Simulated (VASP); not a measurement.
A run of VASP 6.6.1 is set up as follows.

File INCAR:

```
PREC     = Accurate       # precision mode
ENCUT    = 520            # plane-wave cutoff, eV
EDIFF    = 1E-6           # SCF threshold, eV
ISMEAR   = 0              # smearing method
SIGMA    = 0.15           # smearing width, eV
LREAL    = False          # projectors in reciprocal space
LASPH    = True           # aspherical terms in the spheres
NELM     = 100            # most SCF steps
ALGO     = Fast           # electronic algorithm
ISIF     = 2              # what is computed and relaxed
LWAVE    = False          # write WAVECAR
LCHARG   = True           # write CHGCAR
GGA      = PS             # functional
LELF     = True           # ELF
LVHAR    = True         
NBANDS   = 12             # bands
```

File KPOINTS:

```
regular mesh
0
Gamma
  24 24 24
```

File POSCAR:

```
V
1.0
   -2.2239706399      1.5885504571      1.5885504571
    1.5885504571     -2.2239706399      1.5885504571
    1.5885504571      1.5885504571     -2.2239706399
V
1
Direct
    0.0000000000      0.0000000000      0.0000000000
```

Potentials or basis: VASP PAW PBE potentials, release 64 (V_sv).

Command:

```bash
$ cat potpaw_PBE.64/V_sv/POTCAR > POTCAR
$ mpirun -np 1 vasp_std > vasp.out
```

Q: What does it give for the band gap on the k mesh?

A: None (metal or under the smearing width).

Q: What does it give for the pressure?

A: 98.9 GPa.

Stress tensor (GPa, compression positive):
```
 98.89 124.46 124.46
124.46  98.89 124.46
124.46 124.46  98.89
```

Caveat: a pressure of tens of GPa on the cell as given is suspect, and the run, the potentials or the cell itself is likely at fault; the PAW data sets were made with another functional, which shifts forces and pressure a little.
